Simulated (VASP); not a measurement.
# Ag in VASP: relaxation of the atoms with LDA

Aim: the relaxation of the atoms of Ag with LDA.

All numbers are computed with VASP 6.6.1; they aren't measurements. Logs are shortened: lines on timing, memory, paths and dates and some standing lists are left out, and cuts for length are marked.

**1. Starting point**

The cell holds a slab with vacuum, 4 atoms: a = 2.953 Å, b = 2.953 Å, c = 28.871 Å, α = 90.00°, β = 90.00°, γ = 120.00°.

The cell was built by a generator and needn't be a form met in nature.

**2. Relaxation of the atoms, LDA**

Contents of INCAR:

```
SYSTEM = Ag
PREC     = Accurate       ! precision mode
ENCUT    = 520            ! plane-wave cutoff, eV
EDIFF    = 1E-7           ! SCF threshold, eV
ISMEAR   = 1              ! smearing method
SIGMA    = 0.1            ! smearing width, eV
LREAL    = .FALSE.        ! projectors in reciprocal space
LASPH    = .TRUE.         ! aspherical terms in the spheres
NELM     = 120            ! most SCF steps
ALGO     = Normal         ! electronic algorithm
ISIF     = 2              ! what is computed and relaxed
LWAVE    = .FALSE.        ! write WAVECAR
LCHARG   = .FALSE.        ! write CHGCAR
LDIPOL   = .TRUE.       
IDIPOL   = 3            
DIPOL    = 0.5 0.5 0.500
IBRION   = 2              ! ionic algorithm
NSW      = 90             ! ionic steps
EDIFFG   = -0.02          ! ionic threshold
KPAR     = 2
```

Contents of KPOINTS:

```
Automatic mesh
0
G
  13 13 1
  0 0 0
```

Contents of POSCAR:

```
Ag
1.0
    2.9525243200      0.0000000000      0.0000000000
   -1.4762622100      2.5569611500      0.0000000000
    0.0000000000      0.0000000000     28.8711523200
Ag
4
Direct
    0.0000000000      0.0000000000      0.3850235100
    0.6666670000      0.3333330000      0.4616722200
    0.3333330000      0.6666670000      0.5383277800
    1.0000000000      0.0000000000      0.6149764900
```

Potentials or basis: VASP PAW LDA potentials, release 64 (Ag).

On the command line:

```sh
> cat potpaw_LDA.64/Ag/POTCAR > POTCAR
> mpirun -np 2 vasp_std > vasp.out
```

OUTCAR:

```text
SYSTEM = Ag
   PREC = Accurate
   ENCUT = 520
   EDIFF = 1E-7
   ISMEAR = 1
   LREAL = .FALSE.
   LASPH = .TRUE.
   NELM = 120
   ISIF = 2
   IBRION = 2
   NSW = 90
   EDIFFG = -0.02

 ion  position               nearest neighbor table
   1  0.000  0.000  0.385-   2 2.79   2 2.79   2 2.79
   2  0.667  0.333  0.462-   1 2.79   1 2.79   1 2.79   3 2.79   3 2.79   3 2.79
   3  0.333  0.667  0.538-   4 2.79   4 2.79   4 2.79   2 2.79   2 2.79   2 2.79
   4  0.000  0.000  0.615-   3 2.79   3 2.79   3 2.79

  LATTYP: Found a hexagonal cell.
 ALAT       =     2.9525243200
 C/A-ratio  =     9.7784638468

  Lattice vectors:

 A1 = (   2.9525243200,   0.0000000000,   0.0000000000)
 A2 = (  -1.4762622100,   2.5569611500,   0.0000000000)
 A3 = (   0.0000000000,   0.0000000000,  28.8711523200)

Analysis of symmetry for initial positions (statically):
=====================================================================
 Subroutine PRICEL returns:
 Original cell was already a primitive cell.

 Routine SETGRP: Setting up the symmetry group for a
 hexagonal supercell.

 Subroutine GETGRP returns: Found 12 space group operations
 (whereof 12 operations were pure point group operations)
 out of a pool of 24 trial point group operations.

The static configuration has the point symmetry D_3d.

Analysis of symmetry for dynamics (positions and initial velocities):
=====================================================================
 Subroutine PRICEL returns:
 Original cell was already a primitive cell.

 Routine SETGRP: Setting up the symmetry group for a
 hexagonal supercell.

 Subroutine GETGRP returns: Found 12 space group operations
 (whereof 12 operations were pure point group operations)
 out of a pool of 24 trial point group operations.

The dynamic configuration has the point symmetry D_3d.

 Subroutine INISYM returns: Found 12 space group operations
 (whereof 12 operations are pure point group operations),
 and found     1 'primitive' translations

----------------------------------------------------------------------------------------

[... 125 lines left out ...]
 Methfessel and Paxton  Order N= 1 SIGMA  =   0.10
  energy-cutoff  :      520.00
  volume of cell :      217.96
 maximum number of plane-waves:      5971
 NGX is ok and might be reduce to    24
   NGX = 11   NGY = 11   NGZ =107

--------------------------------------- Ionic step        1  -------------------------------------------

 number of electron      44.0000015 magnetization

 Free energy of the ion-electron system (eV)
  ---------------------------------------------------
  ext. energy  EPLUGINS =         0.00000000
  ---------------------------------------------------
  free energy    TOTEN  =       -13.85566357 eV

  energy without entropy =      -13.85568959  energy(sigma->0) =      -13.85567224

------------------------ aborting loop because EDIFF is reached ----------------------------------------

  FORCE on cell =-STRESS in cart. coord.  units (eV):
  Direction    XX          YY          ZZ          XY          YZ          ZX
  --------------------------------------------------------------------------------------
  -------------------------------------------------------------------------------------
  Total       -4.4828879     -4.4828882      0.0595417      0.0000001      0.0000000     -0.0000000
  in kB      -32.9523758    -32.9523779      0.4376730      0.0000006      0.0000000     -0.0000000
  external PRESSURE =     -21.8223603 kB  Pullay stress =       0.0000000 kB
[... 25 lines left out ...]
--------------------------------------- Ionic step        2  -------------------------------------------

 number of electron      44.0000015 magnetization

 dipolmoment           0.000000      0.000000      0.000000 electrons x Angstroem

------------------------ aborting loop because EDIFF is reached ----------------------------------------

  FORCE on cell =-STRESS in cart. coord.  units (eV):
  Direction    XX          YY          ZZ          XY          YZ          ZX
  --------------------------------------------------------------------------------------
  -------------------------------------------------------------------------------------
  Total       -4.4746840     -4.4746843      0.0669194      0.0000001      0.0000000      0.0000000
  in kB      -32.8920712    -32.8920734      0.4919050      0.0000006      0.0000000      0.0000000
  external PRESSURE =     -21.7640799 kB  Pullay stress =       0.0000000 kB
[... 25 lines left out ...]
--------------------------------------- Ionic step        3  -------------------------------------------

 number of electron      44.0000015 magnetization

 dipolmoment           0.000000      0.000000     -0.000000 electrons x Angstroem

 Free energy of the ion-electron system (eV)
  ---------------------------------------------------
  ext. energy  EPLUGINS =         0.00000000
  ---------------------------------------------------
  free energy    TOTEN  =       -13.85622294 eV

  energy without entropy =      -13.85622500  energy(sigma->0) =      -13.85622363

 E-fermi :  -0.6986     XC(G=0):  -4.5291

 val. band max:       -0.7791040285   @ k =   0.2308   0.1538   0.0000
 cond. band min:      -0.6629583439   @ k =   0.3077   0.2308   0.0000
 fundamental gap:      0.1161456847
 Fermi energy:        -0.6985664888

 k-point     1 :       0.0000    0.0000    0.0000
  band No.  band energies     occupation
      1      -8.3418      2.00000
      2      -7.3142      2.00000
      3      -6.9889      2.00000
      4      -6.7507      2.00000
      5      -5.7284      2.00000
      6      -5.7284      2.00000
[... 598 lines left out ...]
     25       3.4735      0.00000
     26       4.0874      0.00000

------------------------ aborting loop because EDIFF is reached ----------------------------------------

 vacuum level on the upper side and lower side of the slab       (xc-potential included)        -0.091        -0.091

  FORCE on cell =-STRESS in cart. coord.  units (eV):
  Direction    XX          YY          ZZ          XY          YZ          ZX
  --------------------------------------------------------------------------------------
  -------------------------------------------------------------------------------------
  Total       -4.4693233     -4.4693236      0.0718213      0.0000001      0.0000000      0.0000000
  in kB      -32.8526662    -32.8526683      0.5279369      0.0000006      0.0000000      0.0000000
  external PRESSURE =     -21.7257992 kB  Pullay stress =       0.0000000 kB
[... 19 lines left out ...]
  FREE ENERGIE OF THE ION-ELECTRON SYSTEM (eV)
  ---------------------------------------------------
  free  energy   TOTEN  =       -13.8562229423 eV

  energy  without entropy=      -13.8562249963  energy(sigma->0) =      -13.85622363

 reached required accuracy - stopping structural energy minimisation

 vacuum level on the upper side and lower side of the slab         4.024         4.024
```

Wall time 64 s (2 MPI ranks of Intel Xeon 6975P-C (Granite Rapids), shared host); peak memory 0.31 GiB.

What came out:

```
Free energy                  : -13.8562 eV
Energy gained by relaxing    : 0.1 meV/atom
Ionic steps                  : 3
Largest force after relaxing : 0.015 eV/Å
Band gap on the k mesh       : none (metal or under the smearing width)
```

Forces in eV/Å, atoms in the order of the input:
```
Ag   0.000  0.000 -0.015
Ag   0.000  0.000 -0.001
Ag   0.000  0.000  0.001
Ag   0.000  0.000  0.015
```

The path:
```csv
step,energy change (eV),largest force (eV/Å),pressure (GPa)
1,0.0000,0.0840,-2.18
2,-0.0005,0.0334,-2.18
3,-0.0006,0.0153,-2.17
```

Final structure:
```cif
data_structure
_symmetry_space_group_name_H-M 'P 1'
_symmetry_Int_Tables_number 1
_cell_length_a 2.9525
_cell_length_b 2.9525
_cell_length_c 28.8712
_cell_angle_alpha 90.000
_cell_angle_beta 90.000
_cell_angle_gamma 120.000
_cell_volume 217.96
loop_
_atom_site_label
_atom_site_type_symbol
_atom_site_fract_x
_atom_site_fract_y
_atom_site_fract_z
_atom_site_occupancy
Ag1 Ag 0.00000 0.00000 0.38506 1
Ag2 Ag 0.66667 0.33333 0.46144 1
Ag3 Ag 0.33333 0.66667 0.53856 1
Ag4 Ag 0.00000 0.00000 0.61494 1
```

Levels at points of the mesh, in eV from the Fermi level:
| k point | band 20 | band 21 | band 22 | band 23 | band 24 | band 25 |
| --- | --- | --- | --- | --- | --- | --- |
| (0.00, 0.00, 0.00) | -3.31 | -3.25 | -2.98 | -2.98 | -0.75 | 0.55 |
